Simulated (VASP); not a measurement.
**Sb under changes of volume**

One of the cells (25.750 Å³/atom); the others are scaled copies at fixed shape and fractional positions:

```
CELL_PARAMETERS angstrom
3.28613 0.00000 0.00000
-1.64307 2.84587 0.00000
0.00000 0.00000 5.50689
ATOMIC_POSITIONS crystal
Sb 0.66667 0.33333 0.75000
Sb 0.33333 0.66667 0.25000
```

This isn't the form of Sb at room conditions, which is rhombohedral.

* Program: VASP 6.6.1
* Functional: LDA
* Potentials or basis: VASP PAW LDA potentials, release 64 (Sb)
* Cutoff: 520 eV
* k mesh: 8 × 8 × 4
* Occupations: fermi-dirac, width 0.05 eV
* Spin: no spin polarisation

| volume (Å³/atom) | energy over the lowest point (meV/atom) | pressure (GPa) |
| --- | --- | --- |
| 24.720 | 10.17 | 3.3 |
| 25.235 | 2.42 | 1.5 |
| 25.750 | 0.00 | 0.0 |
| 26.265 | ? | ? |
| 26.780 | 8.92 | -2.7 |

Problem. What does the run at 26.265 Å³/atom give?

Solution. Energy over the lowest point 2.34 meV/atom; pressure -1.4 GPa.

Worked out: A Birch-Murnaghan fit of order 2 (a polynomial in V^(-2/3)) to the other rows has its minimum at 25.75 Å³/atom with B0 = V·E''(V) = 74 GPa at fixed shape and positions, which overstates the stiffness. It gives 2.30 meV/atom at 26.265 Å³/atom, against the run's 2.34, and -dE/dV = -1.4 GPa, against -1.4.

Energies are extrapolated to zero smearing.
